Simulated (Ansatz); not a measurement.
# Ni (Fm-3m) in Ansatz: notebook

One crystal, Ni, is run at these levels: PBE; tasks: relaxation of cell and atoms.

All numbers are computed with Ansatz 0.2.0; they aren't measurements. Logs are shortened: lines on timing, memory, paths and dates and some standing lists are left out, and cuts for length are marked.

## 1. Starting point

Symmetry: Fm-3m, No. 225, cubic system. The conventional cell has a = 3.475 Å, b = 3.475 Å, c = 3.475 Å, α = 90.00°, β = 90.00°, γ = 90.00°. Ni (site symmetry m-3m) is surrounded by 12 Ni at 2.46 Å.

## 2. Relaxation of cell and atoms, PBE, collinear spin, ferromagnetic start, target pressure 20 GPa, at which the enthalpy is minimised

Input file input.yaml:

```yaml
crystal:
  lattice:
    - [0.0, 1.737572933, 1.737572933]
    - [1.737572933, 0.0, 1.737572933]
    - [1.737572933, 1.737572933, 0.0]
  atoms:
    - { symbol: Ni, position: [0.0, 0.0, 0.0], spin: 1.0 }
hamiltonian:
  xc: pbe
  pseudopotentials: { kind: paw }
magnetization:
  spin_polarized: true
kpoints:
  mp_grid: { grid: [13, 13, 13] }
scf:
  occupations: { method: fermi_dirac, width: 0.05 }
output:
  forces: true
  stress: true
  eigenvalues: true
relax:
  f_tol: 0.01
  max_steps: 40
  cell: { stress_tol: 0.05, p_target: 20.0 }
```

Potentials or basis: Ansatz PAW.

The run is started by

```console
> ansatz run input.yaml --threads 2 --pin off --max-ram 5632MiB --backend cpu --events-out ev --progress --plain --runs-dir out
```

Log:

```text
Warning: RAYON_NUM_THREADS=2 ignored (pool sized by the plan → 2); use --threads N
Engine: ansatz 0.2.0, aarch64-unknown-linux-gnu
Pseudopotentials: kind: paw
Pseudopotential: Ni, paw, valence charge 18, recommended cutoff 420 eV (normal), Ni.paw.azcp
Functional definition: PBE
  parameter kappa = 0.804
  parameter beta = 0.06672455060314922
  exchange = pbe_x(kappa = kappa, mu = beta*pi^2/3)
  correlation = pbe_c(beta = beta)
Crystal: 1 atoms, lattice volume = 10.492 Å³
Basis set: ecut = 420 eV, 181 PW (Γ), exchange–correlation on 36×36×36 points (8 copies of the dense FFT grid, shifted against one another)
Bands: 14, of which v1, the nominal top of the filled ones, is band 9 counted from 1 (8 counted from 0)
Symmetry: 48 space group operations
Space group: Fm-3m (ITA 225), of the structure as read, at distance tolerance 2.2e-5 Å
Magnetic group: BNS 225.116 (UNI 1618), of the structure as read, at distance tolerance 2.2e-5 Å
k-points: 84 of 2197
Non-local potential: Ni, projectors of the file, l = 0: 3, l = 1: 2, l = 2: 3, l = 3: 1
PAW form: soft (Blöchl's): semilocal exchange-correlation on the pseudo side does not see the compensation charge
PAW one-centre angular grid: Ni, 590 points (default); XC on 64 Gauss nodes
Initial density: superposition of atomic densities (chi_scale 0.1, normalization cell)
Starting moments: Σ|m| = 1 μB on 1 of 1 site
Initial wavefunctions: pseudopotential atomic-orbital guess
Functional: x = pbe(κ = 0.804, μ = 0.2195149727645171), c = pbe(β = 0.06672455060314922)
SCF iter   1: F=—  HF=-5838.989812 eV  |F-HF|=—  |Δ(HF+E_count)|=         —  Δρ=7.75e-2 (↑3.80e-2 ↓7.75e-2)  dr2=8.33e-1  dr2_m=4.00e-2  M=0.937 μB ∫|m|=0.995 μB  β_m=0.30  ethr=3.10e-3  ⟨swp⟩=5.7  Hψ=12432  notcnv=0
Mixer restart at iter 1: flushing history
preconditioner: auto → none  [metal: Δε(μ)=0.019 eV  Ē_g=16.359 eV  σ=0.050 eV  W_gap=0.10  n_scr=0 (ndim 8)  ℏωp=36.3 eV  f_vac=0.000  D(μ)=1.66/eV (n_scr^D=26)]
SCF iter   2: F=—  HF=-5838.794896 eV  |F-HF|=—  |Δ(HF+E_count)|=   1.95e-1  Δρ=4.20e-2 (↑4.20e-2 ↓3.96e-2)  dr2=3.06e-1  dr2_m=6.79e-3  M=0.842 μB ∫|m|=0.915 μB  β_m=0.25  ethr=3.10e-3  ⟨swp⟩=2.7  Hψ=5114  notcnv=0  defer=52
SCF iter   3: F=—  HF=-5838.976627 eV  |F-HF|=—  |Δ(HF+E_count)|=   1.82e-1  Δρ=1.64e-2 (↑1.52e-2 ↓1.64e-2)  dr2=2.67e-2  dr2_m=5.28e-3  M=0.838 μB ∫|m|=0.915 μB  β_m=0.57  ethr=1.70e-3  ⟨swp⟩=2.5  Hψ=4048  notcnv=0  defer=52
SCF iter   4: F=—  HF=-5839.579428 eV  |F-HF|=—  |Δ(HF+E_count)|=         —  Δρ=4.89e-2 (↑1.16e-2 ↓4.89e-2)  dr2=1.04e-1  dr2_m=7.94e-2  M=0.651 μB ∫|m|=0.735 μB  β_m=0.57  ethr=1.48e-4  ⟨swp⟩=2.7  Hψ=4544  notcnv=0  defer=52
Mixer restart at iter 4: flushing history
SCF iter   5: F=—  HF=-5839.731442 eV  |F-HF|=—  |Δ(HF+E_count)|=   1.52e-1  Δρ=3.32e-2 (↑3.32e-2 ↓1.15e-2)  dr2=9.90e-2  dr2_m=1.37e-2  M=0.655 μB ∫|m|=0.742 μB  β_m=0.51  ethr=1.48e-4  ⟨swp⟩=3.0  Hψ=5754  notcnv=0  defer=63
SCF iter   6: F=—  HF=-5839.707666 eV  |F-HF|=—  |Δ(HF+E_count)|=   2.38e-2  Δρ=3.22e-2 (↑9.91e-3 ↓3.22e-2)  dr2=9.94e-2  dr2_m=1.40e-2  M=0.633 μB ∫|m|=0.716 μB  β_m=0.47  ethr=1.48e-4  ⟨swp⟩=2.6  Hψ=5603  notcnv=0  defer=68
SCF iter   7: F=—  HF=-5839.720006 eV  |F-HF|=—  |Δ(HF+E_count)|=   1.23e-2  Δρ=7.91e-3 (↑3.31e-3 ↓7.91e-3)  dr2=7.61e-3  dr2_m=5.62e-4  M=0.630 μB ∫|m|=0.714 μB  β_m=0.69  ethr=1.48e-4  ⟨swp⟩=2.5  Hψ=4539  notcnv=0  defer=73
SCF iter   8: F=—  HF=-5839.720704 eV  |F-HF|=—  |Δ(HF+E_count)|=   6.98e-4  Δρ=9.72e-4 (↑2.37e-4 ↓9.72e-4)  dr2=8.85e-5  dr2_m=1.40e-5  M=0.630 μB ∫|m|=0.713 μB  β_m=0.84  ethr=4.23e-5  ⟨swp⟩=2.4  Hψ=3851  notcnv=0  defer=73
SCF iter   9: F=—  HF=-5839.720724 eV  |F-HF|=—  |Δ(HF+E_count)|=   2.01e-5  Δρ=7.62e-5 (↑7.62e-5 ↓2.16e-5)  dr2=2.37e-7  dr2_m=1.67e-7  M=0.630 μB ∫|m|=0.713 μB  β_m=0.92  ethr=4.92e-7  ⟨swp⟩=2.4  Hψ=3486  notcnv=0  defer=73
SCF iter  10: F=—  HF=-5839.720724 eV  |F-HF|=—  |Δ(HF+E_count)|=   5.85e-9  Δρ=5.17e-6 (↑5.17e-6 ↓2.40e-6)  dr2=2.04e-9  dr2_m=8.39e-10  M=0.630 μB ∫|m|=0.713 μB  β_m=0.91  ethr=1.32e-9  ⟨swp⟩=2.0  Hψ=3356  notcnv=0  defer=73
SCF iter  11: F=-5839.720724 eV  HF=-5839.720724 eV  |F-HF|=7.20e-10  |Δ(HF+E_count)|=  9.40e-10  Δρ=2.45e-6 (↑2.45e-6 ↓1.56e-6)  dr2=9.72e-10  dr2_m=3.09e-11  M=0.630 μB ∫|m|=0.713 μB  ethr=1.13e-11  ⟨swp⟩=3.5  Hψ=7554  notcnv=0
SCF 1 converged in 11 iterations: F = -5839.720724 eV  dr2 = 9.72e-10
relax step   1: F+E_penalty+E_count = -5839.72072407 eV  Δ(F+E_penalty+E_count) = +0.000e0 eV  max|allowed force component| = 0.000e0 eV/Å  Δτ_max = 0.0000 Å  P = +8.090 GPa  Ω = 10.492 Å³  (11 SCF iters, dr2 threshold 1.00e-7 eV, accepted)
Crystal: 1 atoms, lattice volume = 10.225 Å³
Initial density: handed on by an earlier stage of this run
Starting moments: Σ|m| = 1 μB on 1 of 1 site; this step starts from the density that it was given
Initial wavefunctions: those handed on with the density
iter 1 solved again at ethr=3.41e-5 eV; its pass at ethr=3.10e-3 eV (dr2=6.13e-3 eV) is discarded
[... 29 lines left out ...]
preconditioner: auto → none  [metal: Δε(μ)=0.012 eV  Ē_g=17.757 eV  σ=0.050 eV  W_gap=0.06  n_scr=0 (ndim 8)  ℏωp=37.1 eV  f_vac=0.000  D(μ)=1.42/eV (n_scr^D=14)]
SCF iter   2: F=—  HF=-5839.681124 eV  |F-HF|=—  |Δ(HF+E_count)|=   1.45e-5  Δρ=5.91e-4 (↑5.29e-4 ↓5.91e-4)  dr2=6.46e-5  dr2_m=1.34e-7  M=0.626 μB ∫|m|=0.703 μB  β_m=0.27  ethr=1.34e-7  ⟨swp⟩=2.0  Hψ=3735  notcnv=0  recentre
SCF iter   3: F=—  HF=-5839.681103 eV  |F-HF|=—  |Δ(HF+E_count)|=   2.09e-5  Δρ=3.28e-5 (↑3.28e-5 ↓2.22e-5)  dr2=9.01e-8  dr2_m=3.40e-8  M=0.626 μB ∫|m|=0.703 μB  β_m=0.45  ethr=1.34e-7  ⟨swp⟩=2.4  Hψ=3518  notcnv=0
SCF iter   4: F=—  HF=-5839.681106 eV  |F-HF|=—  |Δ(HF+E_count)|=   2.75e-6  Δρ=4.72e-5 (↑2.36e-5 ↓4.72e-5)  dr2=2.61e-7  dr2_m=2.07e-8  M=0.626 μB ∫|m|=0.703 μB  β_m=0.72  ethr=5.01e-10  ⟨swp⟩=2.0  Hψ=3869  notcnv=0
SCF iter   5: F=—  HF=-5839.681107 eV  |F-HF|=—  |Δ(HF+E_count)|=   1.33e-6  Δρ=5.80e-5 (↑3.30e-5 ↓5.80e-5)  dr2=4.69e-7  dr2_m=1.71e-8  M=0.626 μB ∫|m|=0.703 μB  β_m=0.86  ethr=5.01e-10  ⟨swp⟩=2.6  Hψ=3134  notcnv=0
SCF iter   6: F=—  HF=-5839.681108 eV  |F-HF|=—  |Δ(HF+E_count)|=   1.01e-6  Δρ=6.37e-6 (↑6.37e-6 ↓2.76e-6)  dr2=4.55e-9  dr2_m=3.14e-10  M=0.626 μB ∫|m|=0.703 μB  β_m=0.93  ethr=5.01e-10  ⟨swp⟩=2.0  Hψ=3957  notcnv=0
SCF iter   7: F=-5839.681108 eV  HF=-5839.681108 eV  |F-HF|=2.25e-8  |Δ(HF+E_count)|=   4.36e-9  Δρ=1.31e-5 (↑8.99e-6 ↓1.31e-5)  dr2=2.83e-8  dr2_m=4.49e-10  M=0.626 μB ∫|m|=0.703 μB  ethr=2.53e-11  ⟨swp⟩=2.0  Hψ=6944  notcnv=0
SCF 4 converged in 7 iterations: F = -5839.681108 eV  dr2 = 2.83e-8
relax step   4: F+E_penalty+E_count = -5839.68110787 eV  Δ(F+E_penalty+E_count) = -1.982e-3 eV  max|allowed force component| = 0.000e0 eV/Å  Δτ_max = 0.0000 Å  P = +20.001 GPa  Ω = 10.030 Å³  energy of the carried Pulay correction = +1.887e-4 eV  (7 SCF iters, dr2 threshold 1.00e-7 eV, accepted)
Initial wavefunctions: pseudopotential atomic-orbital guess (no wavefunctions were taken with the density)
iter 1 solved again at ethr=4.96e-8 eV; its pass at ethr=3.10e-3 eV (dr2=8.93e-6 eV) is discarded
SCF iter   1: F=—  HF=-5839.680852 eV  |F-HF|=—  |Δ(HF+E_count)|=         —  Δρ=1.56e-4 (↑8.92e-5 ↓1.56e-4)  dr2=3.55e-6  dr2_m=1.12e-7  M=0.626 μB ∫|m|=0.704 μB  β_m=0.65  ethr=4.96e-8  ⟨swp⟩=3.0  Hψ=18653  notcnv=0
preconditioner: auto → none  [metal: Δε(μ)=0.011 eV  Ē_g=17.754 eV  σ=0.050 eV  W_gap=0.05  n_scr=0 (ndim 8)  ℏωp=37.1 eV  f_vac=0.000  D(μ)=1.42/eV (n_scr^D=14)]
SCF iter   2: F=—  HF=-5839.680852 eV  |F-HF|=—  |Δ(HF+E_count)|=   5.54e-7  Δρ=9.82e-5 (↑9.07e-5 ↓9.82e-5)  dr2=1.80e-6  dr2_m=1.97e-9  M=0.626 μB ∫|m|=0.703 μB  β_m=0.44  ethr=1.97e-8  ⟨swp⟩=2.1  Hψ=3096  notcnv=0
SCF iter   3: F=—  HF=-5839.680852 eV  |F-HF|=—  |Δ(HF+E_count)|=   1.10e-7  Δρ=6.78e-5 (↑6.41e-5 ↓6.78e-5)  dr2=8.92e-7  dr2_m=7.23e-10  M=0.626 μB ∫|m|=0.703 μB  β_m=0.38  ethr=1.00e-8  ⟨swp⟩=2.5  Hψ=3842  notcnv=0
SCF iter   4: F=—  HF=-5839.680852 eV  |F-HF|=—  |Δ(HF+E_count)|=   5.70e-8  Δρ=1.83e-5 (↑1.83e-5 ↓1.04e-5)  dr2=2.81e-8  dr2_m=2.71e-9  M=0.626 μB ∫|m|=0.703 μB  β_m=0.69  ethr=4.95e-9  ⟨swp⟩=1.0  Hψ=2352  notcnv=0
SCF iter   5: F=—  HF=-5839.680852 eV  |F-HF|=—  |Δ(HF+E_count)|=   6.25e-7  Δρ=6.22e-6 (↑2.38e-6 ↓6.22e-6)  dr2=2.01e-9  dr2_m=1.22e-9  M=0.626 μB ∫|m|=0.703 μB  β_m=0.85  ethr=1.56e-10  ⟨swp⟩=2.4  Hψ=3591  notcnv=0
SCF iter   6: F=—  HF=-5839.680852 eV  |F-HF|=—  |Δ(HF+E_count)|=   9.28e-8  Δρ=1.62e-6 (↑1.62e-6 ↓7.31e-7)  dr2=1.38e-10  dr2_m=4.65e-11  M=0.626 μB ∫|m|=0.703 μB  β_m=0.85  ethr=1.12e-11  ⟨swp⟩=2.1  Hψ=3990  notcnv=0
SCF iter   7: F=—  HF=-5839.680853 eV  |F-HF|=—  |Δ(HF+E_count)|=   5.90e-9  Δρ=6.40e-7 (↑6.40e-7 ↓4.23e-7)  dr2=4.94e-11  dr2_m=1.47e-12  M=0.626 μB ∫|m|=0.703 μB  β_m=0.92  ethr=1.00e-12  ⟨swp⟩=2.0  Hψ=3871  notcnv=0
SCF iter   8: F=—  HF=-5839.680853 eV  |F-HF|=—  |Δ(HF+E_count)|=  3.24e-10  Δρ=1.04e-7 (↑1.04e-7 ↓7.23e-8)  dr2=1.44e-12  dr2_m=2.82e-14  M=0.626 μB ∫|m|=0.703 μB  β_m=0.96  ethr=1.00e-12  ⟨swp⟩=1.6  Hψ=2772  notcnv=0
SCF iter   9: F=-5839.680853 eV  HF=-5839.680853 eV  |F-HF|=9.09e-13  |Δ(HF+E_count)|=  6.37e-12  Δρ=2.86e-9 (↑2.67e-9 ↓2.86e-9)  dr2=5.59e-16  dr2_m=2.27e-16  M=0.626 μB ∫|m|=0.703 μB  ethr=1.00e-12  ⟨swp⟩=3.2  Hψ=8552  notcnv=0
SCF 5 converged in 9 iterations: F = -5839.680853 eV  dr2 = 5.59e-16
relax step   5: F+E_penalty+E_count = -5839.68085250 eV  Δ(F+E_penalty+E_count) = +2.554e-4 eV  max|allowed force component| = 0.000e0 eV/Å  Δτ_max = 0.0000 Å  P = +20.049 GPa  Ω = 10.030 Å³  stress off target by 4.93e-2 GPa  SCF on the basis re-selected at this cell (its energy is not comparable with the rows above)  (9 SCF iters)
basis re-selected at this cell: Δ(F+E_penalty+E_count) = +2.554e-4 eV, ΔP = +0.048 GPa vs the last step (what re-selecting the basis moved, of the pressure what is left beyond the Pulay correction that the steps carried, after the strain that the cell walked since its last selection, with what the two solves' SCF thresholds leave and, on support functions, any second-order correction that the steps lacked; it is no measure of the basis error at this ecutwfc). This SCF's stress stands 4.93e-2 GPa from its target on what of the cell is left free (relax.cell.stress_tol is 5.00e-2 GPa) and its largest allowed force component is 0.00e0 eV/Å (relax.f_tol is 1.00e-2 eV/Å): within both
SCF converged after 9 iterations
Magnetization: 0.6259 μB (9.3129 up, 8.6871 down)
Absolute magnetization: 0.7040 μB (∫|ρ↑−ρ↓|, with the PAW one-centre terms)
Spin contamination: 0.0056 ħ² per cell (⟨S²⟩ above its minimum at these occupations)
Per-site moments (μB) at R_I (Å): [(0.6598217653794428, 0.9985271714729629)]
Free energy (F): -5839.680853 eV
Harris-Foulkes:  -5839.680853 eV  (|F-HF|=9.09e-13)
Internal energy: -5839.669060 eV  (E = F + TS)
E sigma→0 (E₀):  -5839.674956 eV
Entropy (-TS):   -0.011792 eV (-11.792 meV/atom)
Fermi energy:    20.126591 eV
--- Per-component energies (eV) ---
  E_band       = -252.848557
  E_kinetic    = 283.853389
  E_local      = -3301.686835  (includes V_loc(G=0)·N_el)
  E_nonlocal   = 634.784941
  E_hartree    = 1382.125339
  E_xc         = -85.669649
  E_vxc        = -110.531871  (∫ρ·V_xc dr)
  E_paw        = -1628.853110  (= ΣΔE_a)
  E_vpaw       = -523.519677  (= ΣTr[D̂ρ^β])
  E_aug_tail   = 0.000818  (compensation charges beyond the density's cutoff)
  E_ewald      = -3124.223952
  E_smearing   = -0.011792  (= −TS)
  E_closure    = 0.000000  (closes the sum)
  Σ components = -5839.680853   (vs F -5839.680853, Δ=0.00e0)
--- Forces (eV/Å), atoms counted from 1 ---
  atom   1  Ni    -0.00000000    -0.00000000    -0.00000000
  max |Σ_I F_I| component: 2.67e-32 eV/Å
--- Stress (GPa, compression-positive) ---
       20.049291      -0.000000      -0.000000
       -0.000000      20.049291       0.000000
       -0.000000      -0.000000      20.049291
  P = ⅓ Tr σ = 20.0493 GPa (200.493 kbar)
--- Band table (eV; the first three rows and the last of 168) ---
  k-point 0 ↑: bands = ["-83.6996", "-43.9150", "-43.9150", "-43.9150", "10.4085", "17.4427", "17.4427", "17.4427", "18.7740", "18.7740", "44.2612", "48.8717", "48.8717", "48.8717"]
  k-point 1 ↑: bands = ["-83.6968", "-43.9320", "-43.9174", "-43.9174", "10.6542", "17.3745", "17.5003", "17.5003", "18.7495", "18.7495", "43.5275", "46.4642", "48.3508", "48.3508"]
  k-point 2 ↑: bands = ["-83.6891", "-43.9792", "-43.9241", "-43.9241", "11.3675", "17.2086", "17.6291", "17.6291", "18.7186", "18.7186", "40.2745", "45.2952", "47.5326", "47.5326"]
  k-point 83 ↓: bands = ["-82.8032", "-43.3147", "-43.2894", "-43.2126", "16.2719", "17.1197", "17.4595", "19.2773", "20.5134", "27.1063", "29.1948", "31.3407", "32.6176", "50.4932"]
--- Relaxed structure (4 steps of the walk, 4 accepted, 1 SCFs on fresh bases) ---
  F+E_penalty+E_count = -5839.68085250 eV   max|allowed force component| = 0.000e0 eV/Å   (the final SCF, on the basis selected at the relaxed cell)
  cell:  # Å, volume = 10.0298 Å³
    - [2.3884556404431558e-34, 1.711673537327405, 1.711673537327405]
    - [1.711673537327405, 1.7833802114901088e-34, 1.711673537327405]
    - [1.711673537327405, 1.711673537327405, 6.050754289063515e-35]
  atoms:
    - { symbol: Ni, position: [0.0, 0.0, 0.0] }
```

It took 6 s on 2 threads of Arm Neoverse V2, shared host; peak memory 0.28 GiB.

Results:

| Quantity | Value |
| --- | --- |
| Free energy | -5839.6809 eV |
| Relaxed volume | 10.03 Å³/atom |
| Relaxed cell | a = 2.421 Å, b = 2.421 Å, c = 2.421 Å, α = 60.00°, β = 60.00°, γ = 60.00° |
| Space group after relaxing (to 0.05 Å) | Fm-3m (No. 225) |
| Energy change on relaxing (the enthalpy is what falls) | +39.9 meV/atom |
| Ionic steps | 5 |
| Pressure after relaxing | 20.0 GPa |
| Band gap on the k mesh | none (metal or under the smearing width) |
| Net moment | 0.63 μB per cell |
| Absolute moment | 0.70 μB per cell |
| Site moments | Ni +0.66 μB |

The path:
```
step  energy change (eV)  largest force (eV/Å)  volume (Å³)
   1              0.0000                0.0000        10.49
   2              0.0187                0.0000        10.22
   3              0.0416                0.0000        10.01
   4              0.0396                0.0000        10.03
   5              0.0399                0.0000        10.03
```

Final structure:
```
Ni
1.0
     0.00000    1.71167    1.71167
     1.71167    0.00000    1.71167
     1.71167    1.71167    0.00000
Ni
1
Cartesian
  0.0000 0.0000 0.0000
```

Levels at points of the mesh, in eV from the Fermi level:
Spin up:
| k point | band 6 | band 7 | band 8 | band 9 | band 10 | band 11 | band 12 | band 13 |
| --- | --- | --- | --- | --- | --- | --- | --- | --- |
| (0.00, 0.00, 0.00) | -2.68 | -2.68 | -2.68 | -1.35 | -1.35 | 24.13 | 28.75 | 28.75 |
Spin down:
```csv
k point,band 6,band 7,band 8,band 9,band 10,band 11,band 12,band 13
"(0.00, 0.00, 0.00)",-1.93,-1.93,-1.93,-0.76,-0.76,24.00,28.73,28.73
```

Caveat: the plane-wave basis is chosen anew once the cell has moved, so the energies of steps on either side of that aren't comparable.

(Continued in part 2 of 2.)
